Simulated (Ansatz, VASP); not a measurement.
# InAs in two plane-wave programs, part 3 of 3

Aim: how closely do two programs agree when they are given the same cell, functional and k mesh? The cell is taken from a series of runs on this material, whose earlier steps may have relaxed, scaled, displaced or heated it; both programs get it as it stands.

VASP 6.6.1 and Ansatz 0.2.0.

So far: The structure; Ansatz: zone-centre phonons, PBEsol; VASP: zone-centre phonons, PBEsol.

## 3. VASP: zone-centre phonons, PBEsol (continued)

Level of this step: PBEsol; plane waves and PAW (As, In_d) (VASP).

Numbers of over 12 decimals in the logs are rounded to 6 here.

From OUTCAR (step 3):

```text
ion  position               nearest neighbor table
   1  0.752  0.752  0.748-   2 2.64   2 2.64   2 2.65   2 2.65
   2  0.998  0.998  0.002-   1 2.64   1 2.64   1 2.65   1 2.65

  LATTYP: Found a body centered orthorhombic cell.
 ALAT       =     4.3038250346
 B/A-ratio  =     1.0201346939
 C/A-ratio  =     1.3984771294

 Subroutine GETGRP returns: Found  2 space group operations
 (whereof  2 operations were pure point group operations)

The static configuration has the point symmetry C_1h.

   k-points           NKPTS =   1728   k-points in BZ     NKDIM =   1728   number of bands    NBANDS=     15

   dimension x,y,z NGX =    32 NGY =   32 NGZ =   32
   dimension x,y,z NGXF=    64 NGYF=   64 NGZF=   64

   ENCUT  =  500.0 eV  36.75 Ry    6.06 a.u.   7.84  7.84  8.00*2*pi/ulx,y,z

   NELECT =      18.0000    total number of electrons

 k-points in reciprocal lattice and weights: Points of the shifted mesh
   0.04166667  0.04166667  0.04166667       0.001
   0.04166667  0.04166667  0.12500000       0.001
   0.04166667  0.04166667  0.20833333       0.001
   0.04166667  0.04166667  0.29166667       0.001
   0.04166667  0.04166667  0.37500000       0.001
   0.04166667  0.04166667  0.45833333       0.001
   0.04166667  0.04166667  0.54166667       0.001
   0.04166667  0.04166667  0.62500000       0.001
   0.04166667  0.04166667  0.70833333       0.001
[...]
0.95833333  0.95833333  0.87500000       0.001
   0.95833333  0.95833333  0.95833333       0.001

 average (electrostatic) potential at core
       1 -49.7612       2 -96.6755

  Total       -0.2202685     -0.2202685      0.0248160     -0.2496258     -0.0025817     -0.0025817
  in kB       -6.2060651     -6.2060651      0.6991900     -7.0332051     -0.0727398     -0.0727408
  external PRESSURE =      -3.9043134 kB  Pullay stress =       0.0000000 kB

  energy-cutoff  :      500.00
  volume of cell :       56.87
      direct lattice vectors                 reciprocal lattice vectors
     0.030637593  3.073901460  3.009400440    -0.164297288  0.164297288  0.166146051
     3.073901460  0.030637593  3.009400440     0.164297288 -0.164297288  0.166146051
     3.104539053  3.104539053  0.000000000     0.161054505  0.161054505 -0.166146051

 POSITION                                       TOTAL-FORCE (eV/Angst)
 -----------------------------------------------------------------------------------
      4.65671      4.65671      4.52410         0.000008      0.000008      0.000371
      3.10464      3.10464      6.00880        -0.000008     -0.000008     -0.000371
 -----------------------------------------------------------------------------------
    total drift:                               -0.000004     -0.000004     -0.000764

 Eigenvectors and eigenvalues of the dynamical matrix
 ----------------------------------------------------

   1 f  =    6.281087 THz    39.465232 2PiTHz  209.514502 cm-1    25.976476 meV
             X         Y         Z           dx          dy          dz
      4.656709  4.656709  4.524100     0.550193   -0.550193    0.000000
      3.104639  3.104639  6.008801    -0.444171    0.444171   -0.000000

   2 f  =    6.189286 THz    38.888430 2PiTHz  206.452353 cm-1    25.596818 meV
             X         Y         Z           dx          dy          dz
      4.656709  4.656709  4.524100    -0.001478   -0.001478    0.777953
      3.104639  3.104639  6.008801     0.001195    0.001195   -0.628317

   3 f  =    6.182527 THz    38.845965 2PiTHz  206.226915 cm-1    25.568867 meV
             X         Y         Z           dx          dy          dz
      4.656709  4.656709  4.524100    -0.549742   -0.549742   -0.002092
      3.104639  3.104639  6.008801     0.444724    0.444724    0.001688

   4 f/i=    0.000488 THz     0.003065 2PiTHz    0.016274 cm-1     0.002018 meV
             X         Y         Z           dx          dy          dz
      4.656709  4.656709  4.524100    -0.000850   -0.000850   -0.628318
      3.104639  3.104639  6.008801    -0.001052   -0.001052   -0.777954

   5 f/i=    0.001842 THz     0.011574 2PiTHz    0.061443 cm-1     0.007618 meV
             X         Y         Z           dx          dy          dz
      4.656709  4.656709  4.524100     0.444171   -0.444171    0.000000
      3.104639  3.104639  6.008801     0.550193   -0.550193    0.000000

   6 f/i=    0.004426 THz     0.027810 2PiTHz    0.147638 cm-1     0.018305 meV
             X         Y         Z           dx          dy          dz
      4.656709  4.656709  4.524100     0.444725    0.444725   -0.001202
      3.104639  3.104639  6.008801     0.549743    0.549743   -0.001488

 ELASTIC MODULI CONTR FROM IONIC RELAXATION (kBar)
 Direction    XX          YY          ZZ          XY          YZ          ZX
 --------------------------------------------------------------------------------
 XX          -0.4092     -0.4056     -0.7198      9.3597      0.0472      0.4448
 YY          -0.4056     -0.4092     -0.7198      9.2388     -0.7893      1.4002
 ZZ          -0.7198     -0.7198     -1.2723     16.4442     -0.8801      1.4380
 XY           9.3597      9.2388     16.4442   -214.7244      0.7571      0.8938
 YZ           0.0472     -0.7893     -0.8801      0.7571   -208.5155     20.2471
 ZX           0.4448      1.4002      1.4380      0.8938     20.2471   -211.0199
 --------------------------------------------------------------------------------
```

## 4. Comparison

Known differences besides the potentials themselves: the data sets hold 28 valence electrons in Ansatz (on its PAW soft_1 files) and 18 in VASP; the cutoff is 420 eV in Ansatz and 500 eV in VASP; Ansatz makes its cores anew for this functional, VASP keeps those of its PBE data sets. Total energies have different zeros and are not compared.

Compared:

| quantity | Ansatz | VASP | difference |
| --- | --- | --- | --- |
| optical mode 1 (cm⁻¹) | 205.6 | 206.2 | -0.28 % |
| optical mode 2 (cm⁻¹) | 206.0 | 206.5 | -0.22 % |
| optical mode 3 (cm⁻¹) | 209.1 | 209.5 | -0.19 % |

Modes are paired by rising frequency, not by their patterns, so a pair may set unlike modes beside each other; they are those without the splitting of longitudinal modes.

## 5. Outcome

```
r.m.s. difference of the optical zone-centre modes, each program's sorted by frequency (zone-centre phonons, PBEsol) : 0.49 cm⁻¹
```

The r.m.s. difference of the optical zone-centre modes, each program's sorted by frequency is 0.49 cm⁻¹ (zone-centre phonons, PBEsol). The data sets hold unlike numbers of valence electrons (28 in Ansatz and 18 in VASP), so part of the differences comes from the potentials. Such differences can come from data sets, numerical settings and the points named under the comparisons, not from the functional's error against experiment.

[Lines on the potential files, build, host, timing and source positions are cut from VASP's logs without a mark.]

[Logs are printed without paths, hosts, clocks, repeated set-up lines and the standing remarks that a program may print on its own settings, such as how far it seeks lower states.]

[Hosts, paths, dates, database ids (printed as entryN), source tags and the programs' standing remarks are cut or masked in the printed files.]
